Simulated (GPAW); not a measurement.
# TiO2 (Anatase) (I4_1/amd) in GPAW: single point with PBEsol

Aim: the single point of TiO2 (Anatase) with PBEsol.

Program: GPAW 26.7.0. These are calculated values, not measurements. Logs are shortened: lines on timing, memory, paths and dates and some standing lists are left out, and cuts for length are marked. The log counts tension as positive stress, the text compression.

## 1. The undisturbed crystal

It takes space group I4_1/amd (No. 141, tetragonal). Conventional cell: a = 3.784 Å, b = 3.784 Å, c = 9.515 Å, α = 90.00°, β = 90.00°, γ = 90.00°. Ti (site symmetry -4m2) has 6 O at 1.93 to 1.98 Å as nearest neighbours. O (site symmetry 2mm) has 3 Ti at 1.93 to 1.98 Å as nearest neighbours.

## 2. Single point, PBEsol (atoms moved at random, drawn with an rms of 0.05 Å)

The input, run.py:

```python
from ase import Atoms
from ase.dft.bandgap import bandgap
from ase.io import write
from ase.units import GPa
from ase.parallel import parprint
from gpaw import GPAW, PW, setup_paths

setup_paths.insert(0, '.')

atoms = Atoms(['Ti', 'Ti', 'O', 'O', 'O', 'O'],
              cell=[[-1.8921, 1.8921, 4.7573],
                    [1.8921, -1.8921, 4.7573],
                    [1.8921, 1.8921, -4.7573]],
              scaled_positions=[[0.749248, 0.249738, 0.494278],
                                [0.002996, -0.003225, 0.000219],
                                [0.78263, 0.795091, -0.002627],
                                [0.541452, 0.039766, 0.501168],
                                [0.95029, 0.449868, 0.476092],
                                [0.215506, 0.209687, 0.005593]],
              pbc=True)

calc = GPAW(mode=PW(800),
            xc='PBEsol',
            kpts={'size': (10, 10, 10), 'gamma': True},
            occupations={'name': 'fermi-dirac', 'width': 0.05},
            nbands=43,
            convergence={'density': 1e-05, 'energy': 1e-05},
            maxiter=150,
            txt='gpaw.txt')
atoms.calc = calc
energy = atoms.get_potential_energy()
forces = atoms.get_forces()
stress = atoms.get_stress()
calc.write('gs.gpw')
write('result.traj', atoms)
parprint(f'Energy: {energy:.6f} eV')
parprint('Forces (eV/A):')
parprint(forces.round(4))
parprint('Stress (GPa):', (stress / GPa).round(3))
parprint('Fermi level:', round(calc.get_fermi_level(), 4), 'eV')
parprint(f'Gap: {bandgap(calc)[0]:.4f} eV, direct: {bandgap(calc, direct=True)[0]:.4f} eV')
```

Potentials or basis: PAW data sets generated in the run's folder for this functional, pw.

Started as:

```sh
> gpaw-setup -f PBEsol O Ti
> OMP_NUM_THREADS=1 mpirun -n 4 gpaw python run.py
```

gpaw.txt:

```text
__  _  _
 | _ |_)|_||  |
 |__||  | ||/\| - 26.7.0

Input parameters:
  mode=PW(ecut=800.0),
  convergence={'density': 1e-05, 'energy': 1e-05},
  kpts=MonkhorstPack(size=(10, 10, 10), gamma=True),
  maxiter=150,
  nbands=43,
  occupations=Occupations(name='fermi-dirac', width=0.05),
  xc=XC(name='PBEsol')

Diagonalizing LCAO Hamiltonian
Converting LCAO to pw mode

       O

         O

         Ti

       O O

       Ti

Atoms  # Å, Bohr magnetons
|   | symbol |         x |         y |         z |    initial magnetic moments |
|---|--------|-----------|-----------|-----------|-----------------------------|
| 0 |     Ti | -0.009899 |  1.880346 |  2.401047 | ( 0.0000,  0.0000,  0.0000) |
| 1 |     Ti | -0.011356 |  0.012185 | -0.002131 | ( 0.0000,  0.0000,  0.0000) |
| 2 |      O |  0.018607 | -0.028548 |  7.518190 | ( 0.0000,  0.0000,  0.0000) |
| 3 |      O | -0.000980 |  1.897500 |  0.380822 | ( 0.0000,  0.0000,  0.0000) |
| 4 |      O | -0.046035 |  1.847662 |  4.396059 | ( 0.0000,  0.0000,  0.0000) |
| 5 |      O | -0.000428 |  0.021593 |  1.996163 | ( 0.0000,  0.0000,  0.0000) |

Unit cell  # Å
| periodic |         x |         y |         z |  lengths |     angles |
|----------|-----------|-----------|-----------|----------|------------|
|      yes | -1.892100 |  1.892100 |  4.757300 | 5.458204 | 139.434593 |
|      yes |  1.892100 | -1.892100 |  4.757300 | 5.458204 | 139.434593 |
|      yes |  1.892100 |  1.892100 | -4.757300 | 5.458204 |  58.712803 |

Number of symmetries: 1
Symmetry operations  # r_c * U_cc + t_c -> r_c
|   | kind |            matrix            |
|---|------|------------------------------|
| 0 |  E   |  1, 0, 0,  0, 1, 0,  0, 0, 1 |

BZ-sampling:
  Number of BZ points: 1000
  Number of IBZ points: 504

  Monkhorst-Pack size: [10, 10, 10]
  Monkhorst-Pack shift: [0.05, 0.05, 0.05]

K-points  # in reciprocal-cell coordinates
|     |                                coordinates |     weight |
|-----|--------------------------------------------|------------|
|   0 | (  0.00000000,   0.00000000,   0.00000000) | 0.00100000 |
|   1 | (  0.00000000,   0.00000000,   0.10000000) | 0.00200000 |
|   2 | (  0.00000000,   0.00000000,   0.20000000) | 0.00200000 |
|   3 | (  0.00000000,   0.00000000,   0.30000000) | 0.00200000 |
|   4 | (  0.00000000,   0.00000000,   0.40000000) | 0.00200000 |
|   5 | (  0.00000000,   0.00000000,   0.50000000) | 0.00100000 |
|   6 | (  0.00000000,   0.10000000,  -0.40000000) | 0.00200000 |
|   7 | (  0.00000000,   0.10000000,  -0.30000000) | 0.00200000 |
|   8 | (  0.00000000,   0.10000000,  -0.20000000) | 0.00200000 |
|   9 | (  0.00000000,   0.10000000,  -0.10000000) | 0.00200000 |
| ... |                                            |            |
| 503 | (  0.50000000,   0.50000000,   0.50000000) | 0.00100000 |

Plane wave coefficients: 3540
Cutoff: 800.0 eV

Spin-components: 1 (collinear spins)
Bands:           43
Projectors:      32
Spin-degeneracy: 2
Datatype:        complex128

Parallelization:
  kpt:    4
  domain: 1
  band:   1

Density:
  Valence electrons: 48.0
  Components: 1
  Grid points: [36 36 36]
  Charge: 0.0  # |e|

Potential:
  Grid points: [36 36 36]

species:
  Ti:
    name:    Titanium
    Z:       22.0
    valence: 12
    core:    10
    charge:  0.0  # [|e|]
    compensation charges:
      type: gauss
      rc: 0.38  # [Å]
      lmax: 2
    cutoffs:
      filter: 2.23  # [Å]
      core: 1.02  # [Å]
    projectors
    | kind |    occ | energy [eV] | rcut [Å] |
    |------|--------|-------------|----------|
    |   3s |  2.000 |     -62.441 |    1.270 |
    |   4s |  2.000 |      -4.477 |    1.270 |
    |   3p |  6.000 |     -38.776 |    1.058 |
    |   4p |  0.000 |      -1.449 |    1.058 |
    |   3d |  2.000 |      -4.275 |    1.058 |
    |    d |        |      22.937 |    1.058 |

    Using partial waves for Ti as LCAO basis

  O:
    name:    Oxygen
    Z:       8.0
    valence: 6
    core:    2
    charge:  0.0  # [|e|]
    compensation charges:
      type: gauss
      rc: 0.21  # [Å]
      lmax: 2
    cutoffs:
      filter: 1.17  # [Å]
      core: 0.83  # [Å]
    projectors
    | kind |    occ | energy [eV] | rcut [Å] |
    |------|--------|-------------|----------|
    |   2s |  2.000 |     -23.808 |    0.688 |
    |   2p |  4.000 |      -8.972 |    0.598 |
    |    s |        |       3.404 |    0.688 |
    |    p |        |      18.239 |    0.598 |
    |    d |        |       0.000 |    0.619 |

    Using partial waves for O as LCAO basis

Reference energy: -54531.363041  # eV

eigensolver:
  PPCG
  Converge bands: occupied
  niter=2

density mixing:
  MSR1-Mixer
  Pratt-step length: 0.05
  Maximum mixing coefficient: 0.75
  Old densities: 10
  SVD Regularization: 0.005
  Good broyden scale: 1.0
  Trust region scale: 1.0
  Backstep threshold: 4.0
  History deletion threshold: 6.0
  Fourier metric: weight=20.0, sigma=0.015

occupation numbers:
  Fermi-Dirac:
    width: 0.0500  # eV

poisson solver:
  ecut: 6400.0  # eV

xc functional:
  name: PBEsol with 2 nearest neighbor stencil

convergence criteria:
- Maximum integral of absolute [dens]ity change: 1e-05 electrons / valence electron
- Maximum [total energy] change in last 3 cyles: 1e-05 eV / valence electron
- Maximum integral of absolute [eigenst]ate change: 4e-08 eV^2 / valence electron
maximum number of iterations: 150

SCF iterations
|iter     | |      energy | eigst |  dens |
|---------|-|-------------|-------|-------|
|iter:   1| |  -63.436462 | +0.08 |       |
|iter:   2| |  -60.586093 | -1.76 | -0.80 |
|iter:   3| |  -55.205283 | -0.64 | -0.86 |
|iter:   4| |  -54.740503 | -1.84 | -1.33 |
|iter:   5| |  -54.709260 | -2.59 | -1.61 |
|iter:   6| |  -54.696780 | -3.42 | -2.02 |
|iter:   7| |  -54.695759 | -4.44 | -2.75 |
|iter:   8| |  -54.695772 | -5.12 | -3.04 |
|iter:   9| |  -54.695786c| -5.99 | -3.59 |
|iter:  10| |  -54.695780c| -6.61 | -3.86 |
|iter:  11| |  -54.695781c| -7.43c| -4.26 |
|iter:  12| |  -54.695781c| -7.69c| -4.76 |
|iter:  13| |  -54.695781c| -8.22c| -5.14c|

Converged in 13 steps
Energy contributions relative to reference atoms: (reference = -54531.363041)

Energy contributions:
  Kinetic:          54.890084
  Coulomb:         -65.599616
  Zero:              1.280640
  External:          0.000000
  Xc:              -45.266889
  Entropy:          -0.000000
  Spinorbit:         0.000000
  ----------------------------
  Free energy:     -54.695781
  Extrapolated:    -54.695781

dipole moment: (-3.543671, -8.541453, 14.317233)  # |e|*Ang

Fermi level: 5.048
Eigenvalues  # (at kpt = [0.000, 0.000, 0.000])
| band index |      eig [eV] | occ [0-2] |
|------------|---------------|-----------|
|          0 |       -52.081 |     2.000 |
|        ... |               |           |
|         16 |         1.900 |     2.000 |
|         17 |         1.920 |     2.000 |
|         18 |         2.044 |     2.000 |
|         19 |         3.175 |     2.000 |
|         20 |         3.243 |     2.000 |
|         21 |         3.309 |     2.000 |
[... 8 lines left out ...]
|         30 |         9.098 |     0.000 |
|         31 |         9.331 |     0.000 |
|        ... |               |           |
|         42 |        21.876 |     0.000 |

Gap: 2.019 eV
Transition (v -> c):
  (s=0, k=5, n=23, [0.00, 0.00, 0.50]) -> (s=0, k=0, n=24, [0.00, 0.00, 0.00])
Direct/indirect transitions are different
Direct gap: 2.408 eV
Transition at: (s=0, k=214, n=23, [0.20, 0.20, -0.20])

Forces  # eV/Ang
|        x |        y |        z |
|----------|----------|----------|
|  0.06340 |  0.06423 | -0.33040 |  # Ti   0
| -0.08693 | -0.02084 |  0.26242 |  # Ti   1
| -0.62654 |  0.23713 |  0.28755 |  # O    2
| -0.15142 | -0.08120 |  0.31773 |  # O    3
|  0.77253 |  0.21210 | -0.42149 |  # O    4
|  0.02894 | -0.41135 | -0.11582 |  # O    5

Stress tensor  # eV/Ang^3
|         x |        y |         z |
|-----------|----------|-----------|
| -0.011584 | 0.000174 | -0.007202 |
|  0.000174 | 0.006834 |  0.000854 |
| -0.007202 | 0.000854 |  0.016338 |

# Writing to gs.gpw (mode='')
```

It took 11 min on 4 MPI ranks of Arm Neoverse V2, shared host; peak memory 0.65 GiB.

Results:

```yaml
Free_energy: -54.6958 eV
Pressure: -0.6 GPa
Largest_force: 0.905 eV/Å
Band_gap_on_the_k_mesh: 2.02 eV, indirect (least direct gap 2.41 eV)
```

Forces on the atoms (eV/Å):
```
Ti   0.063  0.064 -0.330
Ti  -0.087 -0.021  0.262
O   -0.627  0.237  0.288
O   -0.151 -0.081  0.318
O    0.773  0.212 -0.421
O    0.029 -0.411 -0.116
```

A k mesh can miss the band edges.
